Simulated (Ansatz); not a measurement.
## Structure search: one Ge candidate

Method: Ansatz 0.2.0, DFT PBE, scalar-relativistic, plane waves, PAW. Cutoff 420 eV, Gaussian smearing, Γ-centred meshes. Cell and atoms relax first on a coarse mesh and then on a finer one. In between, the cell is made exact in the group found at 0.06 Å. In metals the finer mesh still leaves noise of several meV/atom or more. The steps can't lower the symmetry of their start. No spin polarisation.

The guess for Ge was made by a generator: 3-, 4-connected net of one element (P3_212, No. 153). The dimensions are guesses.

```cif
data_structure
_symmetry_space_group_name_H-M 'P 1'
_symmetry_Int_Tables_number 1
_cell_length_a 7.2726
_cell_length_b 7.2726
_cell_length_c 4.4082
_cell_angle_alpha 90.000
_cell_angle_beta 90.000
_cell_angle_gamma 120.000
_cell_volume 201.92
loop_
_atom_site_label
_atom_site_type_symbol
_atom_site_fract_x
_atom_site_fract_y
_atom_site_fract_z
_atom_site_occupancy
Ge1 Ge 0.24613 0.98970 0.85276 1
Ge2 Ge 0.01030 0.25643 0.51942 1
Ge3 Ge 0.74357 0.75387 0.18609 1
Ge4 Ge 0.01030 0.75387 0.48058 1
Ge5 Ge 0.74357 0.98970 0.81391 1
Ge6 Ge 0.24613 0.25643 0.14724 1
Ge7 Ge 0.25207 0.74793 0.16667 1
Ge8 Ge 0.25207 0.50415 0.83333 1
Ge9 Ge 0.49585 0.74793 0.50000 1
```

Energies count from the standard state of Ge at the same level.

Task: Which structure results?

Result: The symmetry stays P3_212 (No. 153). The volume per atom shrinks by 10.7 %, from 22.4 to 20.0 Å³. The shortest distance goes from 2.25 Å (Ge–Ge) to 2.64 Å (Ge–Ge). The ratio c/a of the conventional cell changes by a factor of 1.64. The energy falls by about 0.52 eV/atom (the start's value is from the coarse mesh). The end is written in a standard setting, so origin, axes and order of atoms can differ from the start's. Conventional cell: a = 5.936 Å, c = 5.906 Å. Around Ge on a site of symmetry 1 lie 4 Ge at 2.64–2.72 Å, 1 Ge at 2.88 Å and 1 Ge at 3.13 Å; around Ge on a site of symmetry 2 lie 6 Ge at 2.72–2.88 Å and 2 Ge at 3.13 Å.

```yaml
crystal:
  lattice:
    - [5.93633, 0.00000, 0.00000]
    - [-2.96817, 5.14101, 0.00000]
    - [0.00000, 0.00000, 5.90572]
  atoms:
    - { symbol: Ge, position: [0.35771, 0.08110, 0.70427] }
    - { symbol: Ge, position: [0.91890, 0.27660, 0.37094] }
    - { symbol: Ge, position: [0.72340, 0.64229, 0.03761] }
    - { symbol: Ge, position: [0.91890, 0.64229, 0.62906] }
    - { symbol: Ge, position: [0.72340, 0.08110, 0.96239] }
    - { symbol: Ge, position: [0.35771, 0.27660, 0.29573] }
    - { symbol: Ge, position: [0.21645, 0.78355, 0.16667] }
    - { symbol: Ge, position: [0.21645, 0.43289, 0.83333] }
    - { symbol: Ge, position: [0.56711, 0.78355, 0.50000] }
```

Task: Give its energy and gap.

Result: The energy over the standard state is +0.29 eV/atom. The gap on the 6×6×8 mesh of the 9-atom cell is 0 eV (a metal).

So it is a metastable form at best.

The last run used Gaussian smearing of 0.10 eV. Symmetry constrained the relaxation, so the result can be a saddle point. In all, the 3 runs took 7.3 min on 1 thread of AMD EPYC 9R45 96-Core Processor (Zen 5) (shared host). Another cell of Ge relaxed alike, in P6_3/mmc, lies 291 meV/atom lower, so this cell isn't the stable form at this level.
